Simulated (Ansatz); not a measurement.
# Phases of La at 4.4 GPa

Structure types of La are relaxed in primitive cells with their symmetry kept at 4.4 GPa, first on PAW files, then by LAPW. The enthalpy is E + pV at zero temperature, without zero-point motion. Only the types listed were tried, and differences under about 5 meV/atom are mesh noise. Not among the end structures: fcc, which may lie lower.

All numbers are PBE results (scalar-relativistic) from Ansatz 0.2.0, with Fermi–Dirac smearing of 0.05 eV, no spin polarisation. Methods: LAPW: all electrons, basis error target 0.5 meV/atom; PAW: frozen-core files, cutoff 420 eV.

k meshes: bcc 13×13×13, hcp 12×12×7, omega 7×7×9, beta tin 13×13×13, diamond 10×10×10.

Spin–orbit coupling is left out, which matters for the heavy atoms.

Task: Order the types by LAPW enthalpy, lowest first.
A. bcc
B. hcp
C. omega
D. beta tin
E. diamond

Result: C (0 meV/atom), B (6 meV/atom), A (116 meV/atom), D (202 meV/atom), E (1016 meV/atom).

```csv
start type,ends as,"a, b, c (Å)",V (Å³/atom),"H − H(lowest), LAPW (meV/atom)","same, PAW"
bcc,"bcc, Im-3m","4.043, 4.043, 4.043",33.04,115.6,116.2
hcp,"hcp, P6_3/mmc","3.571, 3.571, 5.868",32.41,5.9,6.0
omega,"omega, P6/mmm","5.733, 5.733, 3.409",32.34,0.0,0.0
beta tin,"beta tin, I4_1/amd","5.892, 5.892, 3.589",31.15,202.0,201.1
diamond,"diamond, Fd-3m","6.507, 6.507, 6.507",34.44,1015.9,1013.8
```
